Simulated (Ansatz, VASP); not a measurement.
**Sn in VASP and in Ansatz**

```
Sn
1.0
     0.00000    3.23684    3.23684
     3.23684    0.00000    3.23684
     3.23684    3.23684    0.00000
Sn
2
Cartesian
  3.2368 3.2368 3.2368
  4.8553 4.8553 4.8553
```

Alike in both runs: functional LDA; k mesh 12 × 12 × 12; occupations gaussian, width 0.1 eV; no spin polarisation.

Ansatz relaxed the structure, and its values are those at the end. VASP's run is a single point on that final structure, the one shown.

|  | VASP | Ansatz |
| --- | --- | --- |
| version | VASP 6.6.1 | Ansatz 0.2.0 |
| potentials or method | VASP PAW LDA potentials, release 64 (Sn_d) | scalar-relativistic, plane waves, PAW |
| plane-wave cutoff (eV) | 520 | 420 |
| valence electrons in the cell | 28 | 28 |

```csv
,VASP,Ansatz,Ansatz less VASP
gap on the k mesh at the Fermi level (eV),none,none,-
pressure (GPa),0.0,0.0,-0.01
```

A gap of «none» marks a metal or a gap that the smearing closes. Ansatz warned: «pseudo_functional_mismatch».
